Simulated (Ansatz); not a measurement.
# Lattice dynamics of RbBr (Fm-3m), part 2 of 3

Wanted: phonon frequencies of RbBr (Fm-3m) and what follows from them.

Ansatz 0.2.0; DFT LDA, scalar-relativistic, plane waves, PAW; PAW set soft_1.

So far: Starting point; Relaxation. The relaxed cell has a = 6.670 Å (conventional setting).

The database entry behind the starting cell differs from later determinations by our own check (about 0.5 % short), so it need not match the best structure at ambient conditions.

## (3) Relaxing to small forces for the phonons

Phonons need a cell at rest on their own settings, so the relaxation is repeated with tight tolerances on forces and stress, using the mesh and the filling of the phonon run that follows.

input.yaml

```yaml
crystal:
  lattice:
    - [0.0, 3.3349590071, 3.3349590071]
    - [3.3349590071, 0.0, 3.3349590071]
    - [3.3349590071, 3.3349590071, 0.0]
  atoms:
    - { symbol: Rb, position: [0.0, 0.0, 0.0] }
    - { symbol: Br, position: [0.5, 0.5, 0.5] }
kpoints:
  mp_grid: { grid: [8, 8, 8] }
hamiltonian:
  xc: lda
  pseudopotentials: { kind: paw, azcp: { folder: soft_1 }, xc_functional: pbe }
scf:
  occupations: { method: fixed }
output:
  forces: true
  stress: true
  eigenvalues: true
  write_density: true
  write_potential: true
  elf: true
  volumetric_format: npy
relax:
  adjacent_minimum: "off"
  f_tol: 0.001
  max_steps: 60
  cell: { stress_tol: 0.01 }
```

Command:

```bash
$ ansatz run input.yaml --threads 4 --pin off --max-ram 10240MiB --backend cpu --events-out ev --progress --plain --runs-dir out
```

Numbers of over 12 decimals in the logs are rounded to 6 here.

Log:

```text
[...]
Crystal: 2 atoms, lattice volume = 74.183 Å³
Basis set: ecut = 420 eV, 1459 PW (Γ)
Bands: 12, of which v1, the nominal top of the filled ones, is band 8 counted from 1 (7 counted from 0)
Symmetry: 48 space group operations
[...]
k-points: 29 of 512
[...]
k-point 28: bands = [... 4 lower, -6.7042, 0.9296, 1.1598, 1.1598, 8.4010, 8.4010, 9.8549, 10.2523]
--- Relaxed structure (2 steps of the walk, 2 accepted, 1 SCFs on fresh bases) ---
[...]
cell:  # Å, volume = 74.1455 Å³
    - [0, 3.334405, 3.334405]
    - [3.334405, 0, 3.334405]
    - [3.334405, 3.334405, 0]
  atoms:
    - { symbol: Rb, position: [0, 0, 0] }
    - { symbol: Br, position: [0.5, 0.5, 0.5] }
[key lines of the parts left out:]
SCF converged after 5 iterations
Free energy (F): -5868.152154 eV
Fermi energy:    1.542963 eV
P = ⅓ Tr σ = -0.0070 GPa (-0.070 kbar)
```

The job ended after 2 s (4 threads of Arm Neoverse V1, shared host; peak memory 0.32 GiB).

Little changed from the start: no atom moved by 0.005 Å and no cell edge by 0.1 %.

Numbers from this step:

```
pressure           : -0.007027 GPa
gap on the k-mesh  : 4.157 eV
volume per atom    : 37.07 Å³
direct gap on mesh : 4.157 eV
```

Electrostatic potential energy in the ac plane of the conventional cell at fractional y = 0.000, with atoms of Rb and Br within 0.2 Å of it. With pseudopotentials it is smooth inside the atoms' cores, unlike the true potential.

Values in eV, 10 rows by 16 columns, each cell a mean:
```
 -85  -46   -4    4    6    4  -18  -47  -53  -32   -1    6    6    0  -24  -75
  -4    0    4    6    7    7    5    0   -2    3    7    7    7    5    2   -3
   6    6    7    7    7    7    6    5    5    6    7    7    7    7    7    6
 -11   -2    5    7    7    4   -2  -12  -16   -5    2    6    7    7    2   -8
 -61  -41   -4    6    5   -1  -33  -92 -100  -62   -6    4    6    3  -25  -56
 -53  -32   -1    6    6    0  -24  -75  -85  -46   -4    4    6    4  -18  -47
  -2    3    7    7    7    5    2   -3   -4    0    4    6    7    7    5    0
   5    6    7    7    7    7    7    6    6    6    7    7    7    7    6    5
 -16   -5    2    6    7    7    2   -8  -11   -2    5    7    7    4   -2  -12
-100  -62   -6    4    6    3  -25  -56  -61  -41   -4    6    5   -1  -33  -92
```
Columns run along a (6.7 Å; values clipped at the 3rd and 97th percentile), rows up along c (6.7 Å), edges of the conventional cell, whose origin can differ from the input's. Atoms in or near the plane, at fractional coordinates: Rb at (0.00, 0.00), Rb at (0.50, 0.50), Br at (0.50, 0.00), Br at (0.00, 0.50).

Valence density in the ac plane of the conventional cell at fractional y = 0.000, with atoms of Rb and Br within 0.2 Å of it. It is the smooth field of the valence electrons, not physical close to the nuclei.

Ten even steps from '0' (-0.1 e/Å³) to '9' (2.0 e/Å³), each cell a mean:
```
8951002452353101389
9731001355542100258
3210000123321000023
1000000011110000001
0000000000000000000
1100000001100000011
3210000123310000123
5531001378851001245
2542001598983101353
0452002696883101352
4541001499972001255
5421000246531000134
2110000012110000012
1000000000000000000
0000000000000000000
2100000112210000011
6420001245431000135
9841001454552100279
6962012540253101398
```
Columns run along a (6.7 Å), rows up along c (6.7 Å), edges of the conventional cell, whose origin can differ from the input's. Atoms in or near the plane, at fractional coordinates: Rb at (0.00, 0.00), Rb at (0.50, 0.50), Br at (0.50, 0.00), Br at (0.00, 0.50).

ELF in the ac plane of the conventional cell at fractional y = 0.000, with atoms of Rb and Br within 0.2 Å of it. It is the smooth field of the valence electrons, not physical close to the nuclei.

Ten even steps from '0' (0.02) to '9' (0.87), each cell a mean:
```
3895138961399612895
9994038998999611799
8851026899998400378
3210013567664200012
1110000111110000011
6653100123210002466
9986201588873004899
8998304999997116999
1698316983598216993
0598316961398317981
5898305986898216996
9997203799995115899
8875100356641003688
4321000001100001233
1000001233332100001
6530015788886300145
9973027999998511599
6995038985699612898
1696148950189613893
```
Columns run along a (6.7 Å), rows up along c (6.7 Å), edges of the conventional cell, whose origin can differ from the input's. Atoms in or near the plane, at fractional coordinates: Rb at (0.00, 0.00), Rb at (0.50, 0.50), Br at (0.50, 0.00), Br at (0.00, 0.50).

The forces vanish by symmetry and the pressure is -0.007 GPa, within the tolerances set. The cell now holds 37.07 Å³/atom.

## (4) Linear response at the zone centre

The zone centre comes first: it holds the modes that light can see, as far as symmetry allows. The response to a homogeneous field gives the Born charges and the dielectric tensor.

input.yaml, the sections that differ from step 3:

```yaml
crystal:
  lattice:
    - [0.0, 3.3344048055, 3.3344048055]
    - [3.3344048055, 0.0, 3.3344048055]
    - [3.3344048055, 3.3344048055, 0.0]
  atoms:
    - { symbol: Rb, position: [0.0, 0.0, 0.0] }
    - { symbol: Br, position: [0.5, 0.5, 0.5] }
output:
  eigenvalues: true
phonons:
  method: dfpt
  dielectric: true
  rigid_motions: translations
# kpoints, hamiltonian, scf: as in step 3
# relax: removed
```

Log:

```text
[...]
Crystal: 2 atoms, lattice volume = 74.146 Å³
Basis set: ecut = 420 eV, 1459 PW (Γ), exchange–correlation on 64×64×64 points (8 copies of the dense FFT grid, shifted against one another)
Bands: 12, of which v1, the nominal top of the filled ones, is band 8 counted from 1 (7 counted from 0)
Symmetry: 48 space group operations
k-points: 59 of 512 (irreducible under 8 space group operations, time reversal used)
[...]
SCF iter   1: F=—  HF=-5868.740813 eV  |F-HF|=—  |Δ(HF+E_count)|=         —  Δρ=3.04e-2  dr2=1.36e0  ethr=3.10e-3  ⟨swp⟩=6.0  Hψ=4000  notcnv=0  defer=105
[...]
SCF iter   8: F=-5868.152155 eV  HF=-5868.152155 eV  |F-HF|=5.46e-12  |Δ(HF+E_count)|=  6.82e-11  Δρ=1.35e-7  dr2=9.09e-12  ethr=1.00e-12  ⟨swp⟩=9.3  Hψ=4975  notcnv=0
SCF 1 converged in 8 iterations: F = -5868.152155 eV  dr2 = 9.09e-12
[...]
DFPT response loops at Γ: preconditioner auto → none (the input reference at scf.mixing.eps_inf says where Resta's filter doesn't serve); β = 0.50; Broyden in place of MSR1
SCF converged after 8 iterations
Free energy (F): -5868.152155 eV
[...]
Internal energy: -5868.152155 eV  (E = F + TS)
E sigma→0 (E₀):  -5868.152155 eV
Fermi energy:    1.542964 eV
[...]
--- Band table (eV; the first three rows and the last of 59) ---
  k-point 0: bands = [... 4 lower, -6.7323, 1.5430, 1.5430, 1.5430, 5.6997, 8.5898, 8.5898, 8.5898]
  k-point 1: bands = [... 4 lower, -6.7223, 1.3069, 1.4697, 1.4697, 6.1323, 8.4801, 8.7934, 8.7934]
  k-point 2: bands = [... 4 lower, -6.6984, 0.8444, 1.3029, 1.3029, 7.1009, 8.4688, 9.3798, 9.3798]
  k-point 58: bands = [... 4 lower, -6.7042, 0.9296, 1.1598, 1.1598, 8.4010, 8.4010, 9.8549, 10.2523]
--- Phonons (Γ-DFPT): 2 representative perturbations + reference, on 59 of 512 k-points (Σ response iterations 6) ---
  k mesh reduced under 8 symmetry operations, with k and −k counted as one. Each operation leaves every solved perturbation unchanged. A smaller set is not considered because the run solves the response to a homogeneous field
  ASR residual: 4.911e-4 → 0.000e0 eV/Å²; symmetrization residual: 1.250e-5 eV/Å²
  ASR residual per site (eV/Å²): 4.91e-4 1.02e-5
  Γ frequencies (cm⁻¹): 0.00 0.00 0.00 99.23 99.23 99.23
  ε∞ (high-frequency dielectric tensor):
        2.729536    -0.000000    -0.000000
        0.000000     2.729536    -0.000000
       -0.000000     0.000000     2.729536
  ε⁰ (static dielectric tensor: ions relaxed, cell fixed):
        4.855871    -0.000000    -0.000000
        0.000000     4.855871    -0.000000
       -0.000000    -0.000000     4.855871
  ε⁰ − ε∞ (ionic part):
        2.126336    -0.000000    -0.000000
       -0.000000     2.126336    -0.000000
       -0.000000    -0.000000     2.126336
  softest optical mode at Γ: 99.23 cm⁻¹; the repairs (sum rule, projections) moved no ω² at Γ by more than (1.35 cm⁻¹)²
  Born effective charges Z* (e; rows j = field, columns β = displacement):
    site 0:
         1.14141   -0.00000   -0.00000
         0.00000    1.14141    0.00000
         0.00000   -0.00000    1.14141
    site 1:
        -1.14141    0.00000    0.00000
         0.00000   -1.14141   -0.00000
         0.00000    0.00000   -1.14141
  Z* charge neutrality: 5.996e-5 e pre-enforcement
  k-mesh period / interband length: 37.7 Å / 1.52 Å = 24.89 at k = (0.0000, 0.0000, 0.0000), direct gap 4.157 eV — 14 or more, which is no proof of convergence
  optical modes at Γ without the LO–TO term, one row a degenerate level:
      ω (cm⁻¹)  modes    IR ((D/Å)²/amu)
         99.23      3             2.1835
  optical modes at Γ + LO–TO along q̂ = [1.0000, 0.0000, 0.0000]:
      ω (cm⁻¹)  modes    IR ((D/Å)²/amu)
         99.23      2             1.4557
        132.35      1             0.7278
  optical modes at Γ + LO–TO along q̂ = [0.0000, 1.0000, 0.0000]:
      ω (cm⁻¹)  modes    IR ((D/Å)²/amu)
         99.23      2             1.4557
        132.35      1             0.7278
  optical modes at Γ + LO–TO along q̂ = [0.0000, 0.0000, 1.0000]:
      ω (cm⁻¹)  modes    IR ((D/Å)²/amu)
         99.23      2             1.4557
        132.35      1             0.7278
```

Wall time 7.3 s (4 threads); peak memory 0.47 GiB; 26 s of CPU time.

In the SCF lines HF is the Harris–Foulkes energy and dr2 the Hartree energy of the density residual, in eV; the loop may stop once dr2 is under the threshold and the program's other checks hold. Hψ counts applications of the Hamiltonian.

Numbers from this step:

* sum-rule residual before enforcement: 4.91e-4 eV/Å²
* miss of the charge sum rule: 6.00e-5 e
* point group: m-3m
* highest optical mode at the zone centre (no LO-TO term): 99.23 cm⁻¹
* lowest optical zone-centre mode: 99.23 cm⁻¹
* mean high-frequency dielectric constant: 2.729
* largest Born charge (third of the trace): 1.141 e
* mean static dielectric constant: 4.856
* top of the zone-centre spectrum with the field: 132.3 cm⁻¹

Without the LO-TO term. Patterns of degenerate modes are one choice out of their space. Modes at Γ, with each element's share of the kinetic energy:

```csv
mode,frequency (cm⁻¹),symmetry,Rb %,Br %
1,0.0,acoustic,52,48
2,0.0,acoustic,52,48
3,0.0,acoustic,52,48
4,99.2,T1u,48,52
5,99.2,T1u,48,52
6,99.2,T1u,48,52
```

Displacements in mode 5 (99.2 cm⁻¹), the largest set to 1:
```
Rb1  0.00  0.00 -0.93
Br2  0.00  0.00  1.00
```

Optical modes at the zone centre, without and with the macroscopic field of the longitudinal modes; each column is sorted by frequency, so a row need not hold one and the same mode. Modes with and without the field, by row:

```csv
rank among optical modes,no field (cm⁻¹),"q along (1, 0, 0) (cm⁻¹)"
1,99.2,99.2
2,99.2,99.2
3,99.2,132.3
```

Born charge (rows field, columns displacement) (e), principal values of the symmetric part by kind of site:

```csv
atom,atoms with these values,low,middle,high,mean
Rb1,1,1.14,1.14,1.14,1.14
Br2,1,-1.14,-1.14,-1.14,-1.14
```

In full for Br2:

```
-1.14  0.00  0.00
 0.00 -1.14  0.00
 0.00  0.00 -1.14
```

High-frequency dielectric tensor:

```
2.73 0.00 0.00
0.00 2.73 0.00
0.00 0.00 2.73
```

Static dielectric tensor (ions relaxed, fixed cell):

```
4.86 0.00 0.00
0.00 4.86 0.00
0.00 0.00 4.86
```

Transverse modes. Lines of the infrared spectrum (strongest = 100):

```csv
position (cm⁻¹),label,relative intensity
99,T1u,100
```

Before it was imposed, the acoustic sum rule was missed by 4.9e-4 eV/Å² and the charge sum rule by 6.0e-5 e. Small misses are needed for a sound result but don't prove that mesh and cutoff are converged. The lowest optical mode is real, 99.2 cm⁻¹.

(Part 2 of 3 ends here.)

[Logs are printed without paths, hosts, clocks, repeated set-up lines and the standing remarks that a program may print on its own settings, such as how far it seeks lower states.]

[Hosts, paths, dates, database ids (printed as entryN), source tags and the programs' standing remarks are cut or masked in the printed files.]
